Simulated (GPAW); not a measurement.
# Al (Im-3m) in GPAW: a series of runs

The runs below take Al through elastic constants, phonons, qha, with PBEsol+D4, LDA, PBEint.

Everything below comes from runs of GPAW 26.7.0. Logs are shortened: lines on timing, memory, paths and dates and some standing lists are left out, and cuts for length are marked. The log counts tension as positive stress, the text compression.

### 1 The crystal as given

The structure is cubic, space group Im-3m (No. 229). Conventional cell: a = 3.182 Å, b = 3.182 Å, c = 3.182 Å, α = 90.00°, β = 90.00°, γ = 90.00°. Al (site symmetry m-3m) is surrounded by 8 Al at 2.76 Å.

This isn't the form of Al at room conditions, which is fcc.

### 2 Elastic constants, PBEsol+D4, 16.12 Å³/atom

Contents of run.py:

```python
import json
import numpy as np
import spglib
from ase import Atoms
from ase.calculators.mixing import SumCalculator
from ase.constraints import FixSymmetry
from ase.filters import FrechetCellFilter
from ase.io import write
from ase.optimize import BFGS
from ase.stress import full_3x3_to_voigt_6_stress, voigt_6_to_full_3x3_strain, voigt_6_to_full_3x3_stress
from ase.units import GPa
from dftd4.ase import DFTD4
from gpaw import GPAW, PW, setup_paths

setup_paths.insert(0, '.')

atoms = Atoms(['Al'],
              cell=[[-1.59121869, 1.59121869, 1.59121869],
                    [1.59121869, -1.59121869, 1.59121869],
                    [1.59121869, 1.59121869, -1.59121869]],
              scaled_positions=[[0.0, 0.0, 0.0]],
              pbc=True)

calc = GPAW(mode=PW(600),
            xc='PBEsol',
            kpts={'size': (12, 12, 12), 'gamma': True},
            occupations={'name': 'fermi-dirac', 'width': 0.05},
            nbands=7,
            convergence={'density': 1e-06, 'eigenstates': 1e-09},
            random=True,
            maxiter=50,
            txt='gpaw.txt')
atoms.calc = SumCalculator([calc, DFTD4(method='pbesol')])
atoms.set_constraint(FixSymmetry(atoms))
BFGS(FrechetCellFilter(atoms), trajectory='relax.traj', logfile='-').run(fmax=0.005, steps=40)
atoms.set_constraint()
energy = atoms.get_potential_energy()
forces = atoms.get_forces()
stress = atoms.get_stress()
calc.write('gs.gpw')
write('result.traj', atoms)
print('Cell:', atoms.cell.cellpar().round(4))
print(atoms.get_scaled_positions().round(5))

gpts = tuple(int(n) for n in calc.get_number_of_grid_points())
cell = atoms.cell[:].T
dataset = spglib.get_symmetry((atoms.cell[:], atoms.get_scaled_positions(), atoms.numbers), symprec=1e-4)
rotations = [cell @ w @ np.linalg.inv(cell) for w in dataset['rotations']]
strains, clamped, relaxed = [], [], []
for v in [0, 3]:
    for e in (-0.005, 0.005):
        voigt = np.zeros(6)
        voigt[v] = e
        F = voigt_6_to_full_3x3_strain(voigt)
        a = atoms.copy()
        a.set_cell(atoms.cell[:] @ F, scale_atoms=True)
        c = GPAW(mode=PW(600),
                 xc='PBEsol',
                 kpts={'size': (12, 12, 12), 'gamma': True},
                 occupations={'name': 'fermi-dirac', 'width': 0.05},
                 nbands=7,
                 convergence={'density': 1e-06, 'eigenstates': 1e-09},
                 random=True,
                 maxiter=50,
                 gpts=gpts,
                 txt=f'strain-{v}{e:+.3f}.txt')
        a.calc = SumCalculator([c, DFTD4(method='pbesol')])
        s0 = s1 = a.get_stress() - stress
        print(v, e, 'clamped', (s0 / GPa).round(3), 'relaxed', (s1 / GPa).round(3), flush=True)
        for R in rotations:  # images under the point group
            eps = R @ (F - np.eye(3)) @ R.T
            strains.append(full_3x3_to_voigt_6_stress(eps) * [1, 1, 1, 2, 2, 2])
            for s, rows in ((s0, clamped), (s1, relaxed)):
                rows.append(full_3x3_to_voigt_6_stress(R @ voigt_6_to_full_3x3_stress(s) @ R.T))

C0, C = (np.linalg.lstsq(np.array(strains), np.array(s), rcond=None)[0].T / GPa for s in (clamped, relaxed))
print('Clamped-ion Cij (GPa):')
print(C0.round(1))
print('Relaxed-ion Cij (GPa):')
print(C.round(1))
json.dump({'clamped': C0.tolist(), 'relaxed': C.tolist()}, open('elastic.json', 'w'))
```

Potentials or basis: PAW data sets generated in the run's folder for this functional, pw.

Command:

```bash
gpaw-setup -f PBEsol Al
OMP_NUM_THREADS=1 python run.py
```

gpaw.txt:

```text
__  _  _
 | _ |_)|_||  |
 |__||  | ||/\| - 26.7.0

Input parameters:
  mode=PW(ecut=600.0),
  convergence={'density': 1e-06, 'eigenstates': 1e-09},
  kpts=MonkhorstPack(size=(12, 12, 12), gamma=True),
  maxiter=50,
  nbands=7,
  occupations=Occupations(name='fermi-dirac', width=0.05),
  random=True,
  xc=XC(name='PBEsol')
Initializing wave functions with random numbers

       Al

Atoms  # Å, Bohr magnetons
|   | symbol |        x |        y |        z |    initial magnetic moments |
|---|--------|----------|----------|----------|-----------------------------|
| 0 |     Al | 0.000000 | 0.000000 | 0.000000 | ( 0.0000,  0.0000,  0.0000) |

Unit cell  # Å
| periodic |         x |         y |         z |  lengths |     angles |
|----------|-----------|-----------|-----------|----------|------------|
|      yes | -1.591219 |  1.591219 |  1.591219 | 2.756072 | 109.471221 |
|      yes |  1.591219 | -1.591219 |  1.591219 | 2.756072 | 109.471221 |
|      yes |  1.591219 |  1.591219 | -1.591219 | 2.756072 | 109.471221 |

Number of symmetries: 48
Symmetry operations  # r_c * U_cc + t_c -> r_c
|    | kind |            matrix            |
|----|------|------------------------------|
|  0 |  σ   |  1, 1, 1,  0, 0,-1,  0,-1, 0 |
|  1 |  C4  |  1, 1, 1,  0, 0,-1, -1, 0, 0 |
|  2 |  C2  |  1, 1, 1,  0,-1, 0,  0, 0,-1 |
|  3 |  S6  |  1, 1, 1,  0,-1, 0, -1, 0, 0 |
|  4 |  S6  |  1, 1, 1, -1, 0, 0,  0, 0,-1 |
|  5 |  C4  |  1, 1, 1, -1, 0, 0,  0,-1, 0 |
|  6 |  E   |  1, 0, 0,  0, 1, 0,  0, 0, 1 |
|  7 |  σ   |  1, 0, 0,  0, 1, 0, -1,-1,-1 |
|  8 |  σ   |  1, 0, 0,  0, 0, 1,  0, 1, 0 |
|  9 |  C3  |  1, 0, 0,  0, 0, 1, -1,-1,-1 |
| 10 |  C3  |  1, 0, 0, -1,-1,-1,  0, 1, 0 |
| 11 |  σ   |  1, 0, 0, -1,-1,-1,  0, 0, 1 |
| 12 |  σ   |  0, 1, 0,  1, 0, 0,  0, 0, 1 |
| 13 |  C2  |  0, 1, 0,  1, 0, 0, -1,-1,-1 |
| 14 |  C3  |  0, 1, 0,  0, 0, 1,  1, 0, 0 |
| 15 |  S4  |  0, 1, 0,  0, 0, 1, -1,-1,-1 |
| 16 |  S4  |  0, 1, 0, -1,-1,-1,  1, 0, 0 |
| 17 |  C3  |  0, 1, 0, -1,-1,-1,  0, 0, 1 |
| 18 |  C3  |  0, 0, 1,  1, 0, 0,  0, 1, 0 |
| 19 |  S4  |  0, 0, 1,  1, 0, 0, -1,-1,-1 |
| 20 |  σ   |  0, 0, 1,  0, 1, 0,  1, 0, 0 |
| 21 |  C3  |  0, 0, 1,  0, 1, 0, -1,-1,-1 |
| 22 |  C2  |  0, 0, 1, -1,-1,-1,  1, 0, 0 |
[... 165 lines left out ...]
Fermi level: 7.317
Eigenvalues  # (at kpt = [-0.000, -0.000, -0.000])
| band index |      eig [eV] | occ [0-2] |
|------------|---------------|-----------|
|          0 |        -3.961 |     2.000 |
|          1 |        20.751 |     0.000 |
|          2 |        20.751 |     0.000 |
|          3 |        20.751 |     0.000 |
|          4 |        22.351 |     0.000 |
|          5 |        22.351 |     0.000 |
|          6 |        22.351 |     0.000 |

No gap
No difference between direct/indirect transitions

Stress tensor  # eV/Ang^3
|         x |         y |         z |
|-----------|-----------|-----------|
| -0.015217 | -0.000000 |  0.000000 |
| -0.000000 | -0.015217 | -0.000000 |
|  0.000000 | -0.000000 | -0.015217 |

Forces  # eV/Ang
|       x |       y |       z |
|---------|---------|---------|
| 0.00000 | 0.00000 | 0.00000 |  # Al   0

Interpolating wave functions to new cell

       Al

Atoms  # Å, Bohr magnetons
|   | symbol |        x |        y |        z |    initial magnetic moments |
|---|--------|----------|----------|----------|-----------------------------|
| 0 |     Al | 0.000000 | 0.000000 | 0.000000 | ( 0.0000,  0.0000,  0.0000) |

Unit cell  # Å
| periodic |         x |         y |         z |  lengths |     angles |
|----------|-----------|-----------|-----------|----------|------------|
|      yes | -1.592387 |  1.592387 |  1.592387 | 2.758096 | 109.471221 |
|      yes |  1.592387 | -1.592387 |  1.592387 | 2.758096 | 109.471221 |
|      yes |  1.592387 |  1.592387 | -1.592387 | 2.758096 | 109.471221 |

Number of symmetries: 48
Symmetry operations  # r_c * U_cc + t_c -> r_c
|    | kind |            matrix            |
|----|------|------------------------------|
|  0 |  σ   |  1, 1, 1,  0, 0,-1,  0,-1, 0 |
|  1 |  C4  |  1, 1, 1,  0, 0,-1, -1, 0, 0 |
|  2 |  C2  |  1, 1, 1,  0,-1, 0,  0, 0,-1 |
|  3 |  S6  |  1, 1, 1,  0,-1, 0, -1, 0, 0 |
|  4 |  S6  |  1, 1, 1, -1, 0, 0,  0, 0,-1 |
|  5 |  C4  |  1, 1, 1, -1, 0, 0,  0,-1, 0 |
|  6 |  E   |  1, 0, 0,  0, 1, 0,  0, 0, 1 |
|  7 |  σ   |  1, 0, 0,  0, 1, 0, -1,-1,-1 |
|  8 |  σ   |  1, 0, 0,  0, 0, 1,  0, 1, 0 |
|  9 |  C3  |  1, 0, 0,  0, 0, 1, -1,-1,-1 |
| 10 |  C3  |  1, 0, 0, -1,-1,-1,  0, 1, 0 |
| 11 |  σ   |  1, 0, 0, -1,-1,-1,  0, 0, 1 |
| 12 |  σ   |  0, 1, 0,  1, 0, 0,  0, 0, 1 |
| 13 |  C2  |  0, 1, 0,  1, 0, 0, -1,-1,-1 |
| 14 |  C3  |  0, 1, 0,  0, 0, 1,  1, 0, 0 |
| 15 |  S4  |  0, 1, 0,  0, 0, 1, -1,-1,-1 |
| 16 |  S4  |  0, 1, 0, -1,-1,-1,  1, 0, 0 |
| 17 |  C3  |  0, 1, 0, -1,-1,-1,  0, 0, 1 |
| 18 |  C3  |  0, 0, 1,  1, 0, 0,  0, 1, 0 |
| 19 |  S4  |  0, 0, 1,  1, 0, 0, -1,-1,-1 |
| 20 |  σ   |  0, 0, 1,  0, 1, 0,  1, 0, 0 |
| 21 |  C3  |  0, 0, 1,  0, 1, 0, -1,-1,-1 |
| 22 |  C2  |  0, 0, 1, -1,-1,-1,  1, 0, 0 |
[... 160 lines left out ...]
Fermi level: 7.294
Eigenvalues  # (at kpt = [-0.000, -0.000, -0.000])
| band index |      eig [eV] | occ [0-2] |
|------------|---------------|-----------|
|          0 |        -3.967 |     2.000 |
|          1 |        20.716 |     0.000 |
|          2 |        20.716 |     0.000 |
|          3 |        20.716 |     0.000 |
|          4 |        22.296 |     0.000 |
|          5 |        22.296 |     0.000 |
|          6 |        22.296 |     0.000 |

No gap
No difference between direct/indirect transitions

Stress tensor  # eV/Ang^3
|         x |         y |         z |
|-----------|-----------|-----------|
| -0.014084 | -0.000000 | -0.000000 |
| -0.000000 | -0.014084 | -0.000000 |
| -0.000000 | -0.000000 | -0.014084 |

Forces  # eV/Ang
|        x |       y |       z |
|----------|---------|---------|
| -0.00000 | 0.00000 | 0.00000 |  # Al   0

Interpolating wave functions to new cell

       Al

Atoms  # Å, Bohr magnetons
|   | symbol |        x |        y |        z |    initial magnetic moments |
|---|--------|----------|----------|----------|-----------------------------|
| 0 |     Al | 0.000000 | 0.000000 | 0.000000 | ( 0.0000,  0.0000,  0.0000) |

Unit cell  # Å
| periodic |         x |         y |         z |  lengths |     angles |
|----------|-----------|-----------|-----------|----------|------------|
|      yes | -1.594667 |  1.594667 |  1.594667 | 2.762044 | 109.471221 |
|      yes |  1.594667 | -1.594667 |  1.594667 | 2.762044 | 109.471221 |
|      yes |  1.594667 |  1.594667 | -1.594667 | 2.762044 | 109.471221 |

Number of symmetries: 48
Symmetry operations  # r_c * U_cc + t_c -> r_c
|    | kind |            matrix            |
|----|------|------------------------------|
|  0 |  σ   |  1, 1, 1,  0, 0,-1,  0,-1, 0 |
|  1 |  C4  |  1, 1, 1,  0, 0,-1, -1, 0, 0 |
|  2 |  C2  |  1, 1, 1,  0,-1, 0,  0, 0,-1 |
|  3 |  S6  |  1, 1, 1,  0,-1, 0, -1, 0, 0 |
|  4 |  S6  |  1, 1, 1, -1, 0, 0,  0, 0,-1 |
|  5 |  C4  |  1, 1, 1, -1, 0, 0,  0,-1, 0 |
|  6 |  E   |  1, 0, 0,  0, 1, 0,  0, 0, 1 |
|  7 |  σ   |  1, 0, 0,  0, 1, 0, -1,-1,-1 |
|  8 |  σ   |  1, 0, 0,  0, 0, 1,  0, 1, 0 |
|  9 |  C3  |  1, 0, 0,  0, 0, 1, -1,-1,-1 |
| 10 |  C3  |  1, 0, 0, -1,-1,-1,  0, 1, 0 |
| 11 |  σ   |  1, 0, 0, -1,-1,-1,  0, 0, 1 |
| 12 |  σ   |  0, 1, 0,  1, 0, 0,  0, 0, 1 |
| 13 |  C2  |  0, 1, 0,  1, 0, 0, -1,-1,-1 |
| 14 |  C3  |  0, 1, 0,  0, 0, 1,  1, 0, 0 |
| 15 |  S4  |  0, 1, 0,  0, 0, 1, -1,-1,-1 |
| 16 |  S4  |  0, 1, 0, -1,-1,-1,  1, 0, 0 |
| 17 |  C3  |  0, 1, 0, -1,-1,-1,  0, 0, 1 |
| 18 |  C3  |  0, 0, 1,  1, 0, 0,  0, 1, 0 |
| 19 |  S4  |  0, 0, 1,  1, 0, 0, -1,-1,-1 |
| 20 |  σ   |  0, 0, 1,  0, 1, 0,  1, 0, 0 |
| 21 |  C3  |  0, 0, 1,  0, 1, 0, -1,-1,-1 |
| 22 |  C2  |  0, 0, 1, -1,-1,-1,  1, 0, 0 |
[... 160 lines left out ...]
Fermi level: 7.251
Eigenvalues  # (at kpt = [-0.000, -0.000, -0.000])
| band index |      eig [eV] | occ [0-2] |
|------------|---------------|-----------|
|          0 |        -3.979 |     2.000 |
|          1 |        20.647 |     0.000 |
|          2 |        20.647 |     0.000 |
|          3 |        20.647 |     0.000 |
|          4 |        22.190 |     0.000 |
|          5 |        22.190 |     0.000 |
|          6 |        22.190 |     0.000 |

No gap
No difference between direct/indirect transitions

Stress tensor  # eV/Ang^3
|         x |         y |         z |
|-----------|-----------|-----------|
| -0.011902 | -0.000000 | -0.000000 |
| -0.000000 | -0.011902 | -0.000000 |
| -0.000000 | -0.000000 | -0.011902 |

Forces  # eV/Ang
|       x |       y |        z |
|---------|---------|----------|
| 0.00000 | 0.00000 | -0.00000 |  # Al   0

# Writing to gs.gpw (mode='')
```

It took 67 s on 1 thread of INTEL XEON PLATINUM 8581C at 2.30GHz (Emerald Rapids), shared host; peak memory 0.19 GiB.

Results:

```yaml
Free_energy: -4.1856 eV
Relaxed_volume: 16.22 Å³/atom
Relaxed_cell: a = 2.762 Å, b = 2.762 Å, c = 2.762 Å, α = 109.47°, β = 109.47°, γ = 109.47°
Space_group_after_relaxing_to_0.05_Å: Im-3m (No. 229)
Pressure_after_relaxing: 0.0 GPa
Band_gap_on_the_k_mesh: none (metal or under the smearing width)
Elastic_constants_C11_C12_C44: 84, 74, -7 GPa
Voigt_bulk_modulus: 77 GPa
Dispersion_energy_per_atom: -0.203 eV
```

Caveat: the density grid can change from cell to cell, which puts small steps into energies and stress; the elastic tensor has a negative eigenvalue, so either the cell is unstable as it stands or the mesh is too thin; pairwise dispersion overbinds metals, which lowers pressure and volume.

[end of part 1 of 3]
